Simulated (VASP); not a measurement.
Write the native input for VASP 6.6.1 that does the following.

| Property | Result |
| --- | --- |
| Task | single point |
| Functional | PBE |
| Potentials or basis | VASP PAW PBE potentials, release 64 (Zn, S) |
| Cutoff | 520 eV |
| k mesh | 8 × 8 × 5 |
| Occupations | gaussian, width 0.019 eV |
| Spin | no spin polarisation |
| Further INCAR settings | ALGO = Fast; EDIFF = 1e-06; NBANDS = 26 |

The structure of ZnS (Wurtzite-2H) lies in POSCAR:

```
ZnS
1.0
    3.8110000000      0.0000000000      0.0000000000
   -1.9055000000      3.3004228138      0.0000000000
    0.0000000000      0.0000000000      6.2340000000
Zn S
2 2
Direct
    0.6666666667      0.3333333333      0.5000000000
    0.3333333333      0.6666666667      0.0000000000
    0.6666666667      0.3333333333      0.8850000000
    0.3333333333      0.6666666667      0.3850000000
```

The input as run:

INCAR

```
SYSTEM = ZnS
ALGO = Fast ; EDIFF = 1E-6
ENCUT = 520 ; GGA = PE
ISIF = 2 ; ISMEAR = 0
LASPH = .True. ; LCHARG = .False.
LREAL = .False. ; LWAVE = .False.
NBANDS = 26 ; NELM = 60
PREC = Accurate ; SIGMA = 0.019000000000000003
```

KPOINTS

```
k-points
0
Gamma
  8 8 5
  0 0 0
```

Potentials or basis: VASP PAW PBE potentials, release 64 (Zn, S).

The run is started by

```sh
$ cat potpaw_PBE.64/Zn/POTCAR potpaw_PBE.64/S/POTCAR > POTCAR
$ mpirun -np 1 vasp_std > vasp.out
```

Results of the run:

- Pressure: 2.5 GPa
- Largest force: 0.323 eV/Å
- Band gap on the k mesh: 2.25 eV, direct

Wall time 46 s on 1 thread of Intel(R) Xeon(R) Platinum 8559C (Emerald Rapids), on a shared host, peak memory 0.2 GiB.
